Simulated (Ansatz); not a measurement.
## PbS: the change of pressure with volume per atom

Results calculated with Ansatz 0.2.0, not measured. Periodic Kohn-Sham DFT of a crystal at fixed atoms; pressure and stress are positive in compression; the energy is the free energy less that of spherical unpolarised free atoms; site moments are those in the method's own spheres, positive along +z.

Cell of the first row (space group Fm-3m, No. 225):
```
PbS
1.0
      0.0000     2.9045     2.9045
      2.9045     0.0000     2.9045
      2.9045     2.9045     0.0000
Pb S
1 1
Direct
  0.00000 0.00000 0.00000
  0.50000 0.50000 0.50000
```

Settings of every row: method frozen-core PAW; functional PBE; relativity scalar; k mesh 8x8x8; filling fermi-dirac; smearing width 0.01 eV; wave cutoff 420 eV; paw set soft_2.

Atom start moment: 0 on all atoms.

Limits: no spin-orbit coupling on heavy atoms.

Limits of some rows: small gap, it may come from the mesh (row 1, 2, 3, 4, 5, 6).

```
row  volume per atom (Å³)  pressure (GPa)
  1                24.502            6.67
  2                25.023           5.053
  3                25.545               ?
  4                25.805           2.918
  5                26.066           2.277
  6                26.327           1.668
  7                26.587           1.089
  8                27.109           0.017
  9                27.369          -0.478
 10                 27.63          -0.949
```

Question: what pressure should row 3 give?

Worked fit of pressure. Take u = (V_r/V)^(2/3) − 1 with V_r = 26.327 Å³ an atom, which is twice the finite (Eulerian) strain; such expansions in the strain, on which the Birch-Murnaghan equation of state is built, carry the rest volume and the bulk modulus. The shown rows have u = 0.04906, 0.03445, 0.01344, 0.00666, 0, -0.00653, -0.01932, -0.02555, -0.03169. Least squares give pressure = 1.6669 + 89.908 × u + 237.53 × u² + 172.2 × u³ GPa; a parabola predicts inner rows, each left out in turn, worse (root mean square 0.0026 against 0.00093 GPa). The rows lie off it by 0.000, 0.000, -0.001, 0.001, 0.001, -0.001, 0.000, 0.000, 0.000. The pressure vanishes at u = -0.0195, or V = 27.12 Å³ an atom, and there the bulk modulus at fixed shape and fractions is B = −V dP/dV = (2/3)(1 + u) dP/du = 52.8 GPa. The withheld row has u = 0.02031, so the fit gives 1.6669 + 89.908 × (0.02031) + 237.53 × (0.02031)² + 172.2 × (0.02031)³ = 3.592 GPa.

The calculation gave 3.593 GPa. The fit lies 0.001 GPa (0.013 % of the column's range) below it, one unit of the last digit.
